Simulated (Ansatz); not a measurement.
KBr:

```xyz
2
Lattice="0.0000 3.3000 3.3000 3.3000 0.0000 3.3000 3.3000 3.3000 0.0000" Properties=species:S:1:pos:R:3 pbc="T T T"
Br    3.3000    3.3000    3.3000
K     0.0000    0.0000    0.0000
```

```yaml
Program: Ansatz 0.2.0
Task: relaxation of cell and atoms
Functional: PBEsol
Dispersion: D4
Potentials_or_basis: all-electron LAPW, scalar-relativistic
Basis_error_allowed: 0.001 eV/atom
k_mesh: 7 × 7 × 7
Occupations: fermi-dirac, width 0.05 eV
Spin: no spin polarisation
```

At the start: volume 35.94 Å³/atom.

Problem. Where does the relaxation end?

Solution. Over 4 steps the energy falls by 3.6 meV/atom and the volume is 34.23 Å³/atom (-4.7 %); space group Fm-3m (No. 225, to 0.05 Å).

The path:
| step | energy change (eV) | largest force (eV/Å) | volume (Å³) |
| --- | --- | --- | --- |
| 1 | 0.0000 | 0.0000 | 71.87 |
| 2 | -0.0050 | 0.0000 | 70.39 |
| 3 | -0.0072 | 0.0000 | 68.46 |
| 4 | -0.0072 | 0.0000 | 68.46 |

Final structure:
```cif
data_structure
_symmetry_space_group_name_H-M 'P 1'
_symmetry_Int_Tables_number 1
_cell_length_a 4.5919
_cell_length_b 4.5919
_cell_length_c 4.5919
_cell_angle_alpha 60.000
_cell_angle_beta 60.000
_cell_angle_gamma 60.000
_cell_volume 68.46
loop_
_atom_site_label
_atom_site_type_symbol
_atom_site_fract_x
_atom_site_fract_y
_atom_site_fract_z
_atom_site_occupancy
Br1 Br 0.50000 0.50000 0.50000 1
K1 K 0.00000 0.00000 0.00000 1
```
